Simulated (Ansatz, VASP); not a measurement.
## Ti: VASP beside Ansatz

INCAR

```
PREC = Accurate ; ENCUT = 520
EDIFF = 1E-6 ; ISMEAR = 0
SIGMA = 0.15 ; LREAL = False
LASPH = True ; NELM = 60
ALGO = Normal ; ISIF = 2
LWAVE = False ; LCHARG = False
GGA = PS ; NBANDS = 12
```

Contents of KPOINTS:

```
Automatic mesh
0
Gamma
  26 26 26
```

Contents of POSCAR:

```
Ti
1.0
    0.0000000000      2.0279211515      2.0279211515
    2.0279211515      0.0000000000      2.0279211515
    2.0279211515      2.0279211515      0.0000000000
Ti
1
Direct
    0.0000000000      0.0000000000      0.0000000000
```

Input for Ansatz:

```yaml
crystal:
  lattice:
    - [0.0, 2.0279211513, 2.0279211513]
    - [2.0279211513, 0.0, 2.0279211513]
    - [2.0279211513, 2.0279211513, 0.0]
  atoms:
    - { symbol: Ti, position: [0.0, 0.0, 0.0] }
basis:
  ecutwfc: 420
kpoints:
  mp_grid: { grid: [26, 26, 26] }
hamiltonian:
  xc: pbesol
scf:
  occupations: { method: gaussian, width: 0.15 }
output:
  forces: true
  stress: true
  eigenvalues: true
  write_density: true
  write_potential: true
  elf: true
  volumetric_format: npy
```

This isn't the form of Ti at room conditions, which is hcp.

Alike in both runs: task single point; functional PBEsol; k mesh 26 × 26 × 26; occupations gaussian, width 0.15 eV; no spin polarisation.

|  | VASP | Ansatz |
| --- | --- | --- |
| version | VASP 6.6.1 | Ansatz 0.2.0 |
| potentials or method | VASP PAW PBE potentials, release 64 (Ti_sv) | scalar-relativistic, plane waves, PAW |
| plane-wave cutoff (eV) | 520 | 420 |
| valence electrons in the cell | 12 | 12 |

|  | VASP | Ansatz | Ansatz less VASP |
| --- | --- | --- | --- |
| gap on the k mesh at the Fermi level (eV) | none | none | - |
| pressure (GPa) | -0.2 | 0.1 | +0.27 |

A gap of «none» marks a metal or a gap that the smearing closes.

Caveats: the PAW data sets were made with another functional, which shifts forces and pressure a little (VASP).
